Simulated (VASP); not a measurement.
# MnO₂: DFT+U ground state, by Hubbard U and LDAUTYPE

MnO₂, Pmmn (no. 59), 6 atoms in the cell.

| Hubbard U (eV) | LDAUTYPE | Hund's J (eV) | Form of DFT+U | Gap (eV) | Largest site moment (muB) | Time (s) |
|---|---|---|---|---|---|---|
| Mn shell d, U 5.5 | 1 | 0.5 | Liechtenstein, U + J and J | 0.23 | 3.23 | 52 |
| Mn shell d, U 5 | 1 | – | Liechtenstein, J = 0 | 0.10 | 3.31 | 51 |
| Mn shell d, U 5.5 | 2 | 0.5 | Dudarev, U + J and J | 0.10 | 3.31 | 54 |
| Mn shell d, U 5 | 2 | – | Dudarev, U alone | 0.10 | 3.31 | 50 |
| Mn shell d, U 5, O shell p, U 6 | 2 | – | Dudarev, U on the anion p shell too | 0.09 | 3.58 | 61 |
| Mn shell d, U 5.5 | 4 | 0.5 | type 4, U + J and J | 0.61 | 2.77 | 49 |
| – | – | – | none | 0.17 | 2.72 | 38 |

Limits: The cell is the same for all forms and was relaxed for none; total energies under different U or different forms can't be compared; magnetic orders weren't compared, so this needn't be the magnetic ground state.

## Input of the first row

INCAR:
```
ALGO = Normal
AMIX = 0.2
AMIX_MAG = 0.8
BMIX = 1E-4
BMIX_MAG = 1E-4
EDIFF = 1E-6
ENCUT = 520
GGA = PE
ISIF = 2
ISMEAR = 0
ISPIN = 2
LASPH = True
LCHARG = False
LDAU = True
LDAUJ = 0.5 0
LDAUL = 2 -1
LDAUPRINT = 1
LDAUTYPE = 1
LDAUU = 5.5 0
LMAXMIX = 4
LORBIT = 11
LREAL = False
LWAVE = False
MAGMOM = 5 -5 0 0 0 0
NELM = 200
PREC = Accurate
SIGMA = 0.05
```

KPOINTS:
```
k-points
0
Gamma
  8 6 4
```

POSCAR:
```
MnO2
1.0
    2.9041580000      0.0000000000      0.0000000000
    0.0000000000      3.8448100000      0.0000000000
    0.0000000000      0.0000000000      6.1642640000
Mn O
2 4
Direct
    0.5000000000      0.5000000000      0.3433015000
    0.0000000000      0.0000000000      0.6566985000
    0.5000000000      0.0000000000      0.8375675000
    0.0000000000      0.5000000000      0.1624325000
    0.5000000000      0.0000000000      0.4217995000
    0.0000000000      0.5000000000      0.5782005000
```

Commands:
```
cat potpaw_PBE.64/Mn_pv/POTCAR potpaw_PBE.64/O/POTCAR > POTCAR
mpirun -np 4 vasp_std > vasp.out
```

Changes of the last row against the first:
```
- LDAU = True
- LDAUTYPE = 1
- LDAUL = 2 -1
- LDAUU = 5.5 0
- LDAUJ = 0.5 0
- LDAUPRINT = 1
```

VASP 6.6.1 took 52 s on 4 cores (AMD EPYC 9R45 (Zen 5)), a shared host.
